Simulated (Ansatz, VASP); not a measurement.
# Two plane-wave programs on Sb

The input POSCAR:

```
Sb
1.0
    3.3180000000      0.0000000000      0.0000000000
    0.0000000000      3.3180000000      0.0000000000
    0.0000000000      0.0000000000      3.3180000000
Sb
1
Direct
    0.0000000000      0.0000000000      0.0000000000
```

File INCAR.step1:

```
PREC = Accurate
ENCUT = 520
ISMEAR = 0
SIGMA = 0.15
LREAL = F
LASPH = T
NELM = 80
NBANDS = 8
GGA = PE
ALGO = Normal
EDIFF = 1E-4
LWAVE = T
LCHARG = F
```

File INCAR.step2:

```
PREC = Accurate
ENCUT = 520
EDIFF = 1E-6
ISMEAR = 0
SIGMA = 0.15
LREAL = F
LASPH = T
NELM = 80
ALGO = Normal
ISIF = 2
LWAVE = F
LCHARG = F
METAGGA = R2SCAN
LMIXTAU = T
NBANDS = 8
ISTART = 1
```

Contents of KPOINTS:

```
regular mesh
0
Gamma
  16 16 16
```

Input for Ansatz:

```yaml
crystal:
  lattice:
    - [3.318, 0.0, 0.0]
    - [0.0, 3.318, 0.0]
    - [0.0, 0.0, 3.318]
  atoms:
    - { symbol: Sb, position: [0.0, 0.0, 0.0] }
basis:
  ecutwfc: 500
kpoints:
  mp_grid: { grid: [16, 16, 16] }
hamiltonian:
  xc: r2scan
scf:
  occupations: { method: gaussian, width: 0.15 }
output:
  forces: true
  stress: true
  eigenvalues: true
```

Change from the starting cell: strain +0.050 along x and y, +0.050 along z, atoms carried along.

Alike in both runs: task single point; functional r2SCAN; k mesh 16 × 16 × 16; occupations gaussian, width 0.15 eV; no spin polarisation.

|  | VASP | Ansatz |
| --- | --- | --- |
| version | VASP 6.6.1 | Ansatz 0.2.0 |
| potentials or method | VASP PAW PBE potentials, release 64 (Sb) | scalar-relativistic, plane waves, PAW |
| plane-wave cutoff (eV) | 520 | 500 |
| valence electrons in the cell | 5 | 15 |

```tsv
	VASP	Ansatz	Ansatz less VASP
gap on the k mesh at the Fermi level (eV)	none	none	-
pressure (GPa)	-8.0	-8.0	+0.05
```

A gap of «none» marks a metal or a gap that the smearing closes. The two sets of potentials don't hold the same shells in valence.

Caveats: the PAW data sets were made with another functional, which shifts forces and pressure a little (VASP). Spin-orbit coupling is left out, which matters for the levels of Sb.
